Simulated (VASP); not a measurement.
# Pb (P6_3/mmc) in VASP: further runs, part 2 of 2

VASP 6.6.1. Earlier steps stand in the parts before.

## Step 5: Single point, PBEsol

Contents of INCAR:

```
PREC = Accurate
ENCUT = 450
EDIFF = 1E-6
ISMEAR = -1
SIGMA = 0.2
LREAL = False
LASPH = False
NELM = 100
ALGO = Normal
ISIF = 2
LWAVE = False
LCHARG = False
GGA = PS
ADDGRID = False
```

Contents of KPOINTS:

```
regular mesh
0
Gamma
  14 14 8
```

Contents of POSCAR:

```
Pb
1.0
    3.4800000000      0.0000000000      0.0000000000
   -1.7400000000      3.0137684052      0.0000000000
    0.0000000000      0.0000000000      5.5900000000
Pb
2
Direct
    0.6916670000      0.3496840000      0.7502860000
    0.3559200000      0.6835750000      0.2530120000
```

Potentials or basis: VASP PAW PBE potentials, release 64 (Pb_d).

On the command line:

```console
cat potpaw_PBE.64/Pb_d/POTCAR > POTCAR
mpirun -np 1 vasp_std > vasp.out
```

OUTCAR:

```text
PREC = Accurate
   ENCUT = 450
   EDIFF = 1E-6
   ISMEAR = -1
   LREAL = False
   LASPH = False
   NELM = 100
   ISIF = 2
   GGA = PS

 Found    788 irreducible k-points:

 Following reciprocal coordinates:
            Coordinates               Weight
  0.000000  0.000000  0.000000      1.000000
  0.071429  0.000000  0.000000      2.000000
  0.000000  0.071429  0.000000      2.000000
 -0.071429  0.071429  0.000000      2.000000
  0.142857  0.000000  0.000000      2.000000
  0.000000  0.142857  0.000000      2.000000
   k-points           NKPTS =    788   k-points in BZ     NKDIM =    788   number of bands    NBANDS=     18
   number of dos      NEDOS =    301   number of ions     NIONS =      2
   total plane-waves  NPLWV =  23040
   dimension x,y,z NGX =    24 NGY =   24 NGZ =   40
   dimension x,y,z NGXF=    48 NGYF=   48 NGZF=   80
   ions per type =               2
   NGX,Y,Z   is equivalent  to a cutoff of  11.47, 11.47, 11.90 a.u.
   NGXF,Y,Z  is equivalent  to a cutoff of  22.93, 22.93, 23.79 a.u.
 SYSTEM =  unknown system
   PREC   = accura    normal or accurate (medium, high low for compatibility)
   ISTART =      0    job   : 0-new  1-cont  2-samecut
   ICHARG =      2    charge: 1-file 2-atom 10-const
   ISPIN  =      1    spin polarized calculation?
   LNONCOLLINEAR =      F non collinear calculations
   LSORBIT =      F    spin-orbit coupling
   LASPH  =      F    aspherical Exc in radial PAW
   ENCUT  =  450.0 eV  33.07 Ry    5.75 a.u.   6.02  6.02  9.67*2*pi/ulx,y,z
   NELM   =    100;   NELMIN=  2; NELMDL= -5     # of ELM steps
   EDIFF  = 0.1E-05   stopping-criterion for ELM
   LREAL  =      F    real-space projection
   EDIFFG = 0.1E-04   stopping-criterion for IOM
   NSW    =      0    number of steps for IOM
   IBRION =     -1    ionic relax: 0-MD 1-quasi-New 2-CG
   NFREE  =      0    steps in history (QN), initial steepest desc. (CG)
   ISIF   =      2    stress and relaxation
   ISYM   =      2    0-nonsym 1-usesym 2-fastsym
   POTIM  = 0.5000    time-step for ionic-motion
   TEBEG  =    0.0;   TEEND  =   0.0 temperature during run
   PSTRESS=    0.0 pullay stress
   NELECT =      28.0000    total number of electrons
   NUPDOWN=      -1.0000    fix difference up-down
   EMIN   =  10.00;   EMAX   =-10.00  energy-range for DOS
   EFERMI =   0.00;   METHOD = LEGACY
   ISMEAR =    -1;   SIGMA  =   0.20  broadening in eV -4-tet -1-fermi 0-gaus
   EFERMI_NEDOS =   21; number of points for ismear=-14 and -15
   IALGO  =     38    algorithm
   IMIX   =      4    mixing-type and parameters
     AMIX     =   0.40;   BMIX     =  1.00
     AMIX_MAG =   1.60;   BMIX_MAG =  1.00
  volume/ion in A,a.u.               =      29.31       197.82
  Fermi-wavevector in a.u.,A,eV,Ry     =   1.279658  2.418203 22.279870  1.637524
  Thomas-Fermi vector in A             =   2.412131
   LORBIT       =      0    0 simple, 1 ext, 2 COOP (PROOUT), +10 PAW based schemes
   GGA     = PS    functional components
   LHFCALC =     F    Hartree Fock is set to
   AEXX    =    0.0000 exact exchange contribution
   IVDW    =     0    specifies the selected vdW correction
   LEPSILON=     F    determine dielectric tensor
   LRPA    =     F    only Hartree local field effects (RPA)
 non-spin polarized calculation
  energy-cutoff  :      450.00
  volume of cell :       58.63
 maximum number of plane-waves:      1292
   NGX = 13   NGY = 13   NGZ = 19

 number of electron      28.0000002 magnetization

 Free energy of the ion-electron system (eV)
  ---------------------------------------------------
  ext. energy  EPLUGINS =         0.00000000
  ---------------------------------------------------
  free energy    TOTEN  =        -8.03666172 eV

  energy without entropy =       -7.89647671  energy(sigma->0) =       -7.96656921

 E-fermi :   7.4477     XC(G=0): -10.5063

 val. band max:        7.4469442131   @ k =   0.0000   0.2857   0.2500
 cond. band min:       7.4483533746   @ k =   0.0000  -0.2857   0.2500
 fundamental gap:      0.0014091615
 Fermi energy:         7.4476654145

 k-point     1 :       0.0000    0.0000    0.0000
  band No.  band energies     occupation
      1      -9.5729      2.00000
      2      -9.5227      2.00000
      3      -9.5090      2.00000
      4      -9.5085      2.00000
      5      -9.4840      2.00000
      6      -9.4835      2.00000
[... 10 lines left out ...]
     17      14.9680      0.00000
     18      15.6173      0.00000

 k-point     2 :       0.0714    0.0000    0.0000
  band No.  band energies     occupation
      1      -9.5685      2.00000
      2      -9.5326      2.00000
      3      -9.4957      2.00000
      4      -9.4943      2.00000
      5      -9.4806      2.00000
      6      -9.4717      2.00000
[... 10 lines left out ...]
     17      15.1070      0.00000
     18      15.5100      0.00000

 k-point     3 :       0.0000    0.0714    0.0000
  band No.  band energies     occupation
      1      -9.5687      2.00000
      2      -9.5324      2.00000
      3      -9.4958      2.00000
      4      -9.4940      2.00000
      5      -9.4810      2.00000
      6      -9.4715      2.00000
[... 10 lines left out ...]
     17      15.1155      0.00000
     18      15.5107      0.00000

 k-point     4 :      -0.0714    0.0714    0.0000
  band No.  band energies     occupation
      1      -9.5691      2.00000
      2      -9.5319      2.00000
      3      -9.4961      2.00000
      4      -9.4935      2.00000
      5      -9.4816      2.00000
      6      -9.4713      2.00000
[... 10 lines left out ...]
     17      15.1311      0.00000
     18      15.5122      0.00000

 k-point     5 :       0.1429    0.0000    0.0000
  band No.  band energies     occupation
      1      -9.5787      2.00000
      2      -9.5264      2.00000
      3      -9.4850      2.00000
      4      -9.4673      2.00000
      5      -9.4601      2.00000
      6      -9.4595      2.00000
[... 10 lines left out ...]
     17      14.9795      0.00000
     18      15.1168      0.00000

 k-point     6 :       0.0000    0.1429    0.0000
  band No.  band energies     occupation
      1      -9.5789      2.00000
      2      -9.5263      2.00000
      3      -9.4847      2.00000
      4      -9.4667      2.00000
      5      -9.4607      2.00000
      6      -9.4597      2.00000
[... 10 lines left out ...]
     17      14.9828      0.00000
     18      15.1206      0.00000

 [... further k-points ...]

------------------------ aborting loop because EDIFF is reached ----------------------------------------

  FORCE on cell =-STRESS in cart. coord.  units (eV):
  Direction    XX          YY          ZZ          XY          YZ          ZX
  --------------------------------------------------------------------------------------
  -------------------------------------------------------------------------------------
  Total        0.2132432      0.2151811      0.8364432      0.0052443      0.0001456     -0.0007255
  in kB        5.8275344      5.8804939     22.8584156      0.1433177      0.0039800     -0.0198273
  external PRESSURE =      11.5221480 kB  Pullay stress =       0.0000000 kB

 VOLUME and BASIS-vectors are now :
 -----------------------------------------------------------------------------
  energy-cutoff  :      450.00
  volume of cell :       58.63
      direct lattice vectors                 reciprocal lattice vectors
     3.480000000  0.000000000  0.000000000     0.287356322  0.165905250  0.000000000
    -1.740000000  3.013768405  0.000000000     0.000000000  0.331810500  0.000000000
     0.000000000  0.000000000  5.590000000     0.000000000  0.000000000  0.178890877

 POSITION                                       TOTAL-FORCE (eV/Angst)
 -----------------------------------------------------------------------------------
      1.79855      1.05387      4.19410        -0.003378      0.000523      0.037899
      0.04918      2.06014      1.41434         0.003378     -0.000523     -0.037899
 -----------------------------------------------------------------------------------
    total drift:                               -0.000051      0.000037     -0.000070

  FREE ENERGIE OF THE ION-ELECTRON SYSTEM (eV)
  ---------------------------------------------------
  free  energy   TOTEN  =        -8.0366617179 eV

  energy  without entropy=       -7.8964767098  energy(sigma->0) =       -7.96656921
```

OSZICAR:

```text
N       E                     dE             d eps       ncg     rms          rms(c)
DAV:   1     0.270275055158E+03    0.27028E+03   -0.13630E+04 28374   0.175E+03
DAV:   2     0.993642879866E+01   -0.26034E+03   -0.25708E+03 28428   0.421E+02
DAV:   3    -0.756801335652E+01   -0.17504E+02   -0.17290E+02 34456   0.140E+02
DAV:   4    -0.805447676803E+01   -0.48646E+00   -0.48497E+00 33120   0.273E+01
DAV:   5    -0.807436538115E+01   -0.19889E-01   -0.19886E-01 34014   0.480E+00    0.871E-01
DAV:   6    -0.804480746936E+01    0.29558E-01   -0.56321E-02 36982   0.358E+00    0.405E-01
DAV:   7    -0.803718430632E+01    0.76232E-02   -0.21080E-02 37030   0.213E+00    0.129E-01
DAV:   8    -0.803666403876E+01    0.52027E-03   -0.10130E-03 36412   0.511E-01    0.125E-02
DAV:   9    -0.803666170183E+01    0.23369E-05   -0.31202E-05 36804   0.929E-02    0.606E-03
DAV:  10    -0.803666171787E+01   -0.16039E-07   -0.14138E-06 22412   0.133E-02
   1 F= -.80366617E+01 E0= -.79665692E+01  d E =-.140185E+00
```

It took 1.9 min on 1 thread of Intel Xeon 6975P-C (Granite Rapids), shared host; peak memory 0.6 GiB.

The run converged, but some of its settings lie outside the range that counts as converged, so its numbers aren't taken as properties of the crystal.

Results:

```
Free energy            : -8.0367 eV
Pressure               : 1.2 GPa
Largest force          : 0.038 eV/Å
Band gap on the k mesh : none (metal or under the smearing width)
```

Caveat: the PAW data sets were made with another functional, which shifts forces and pressure a little.
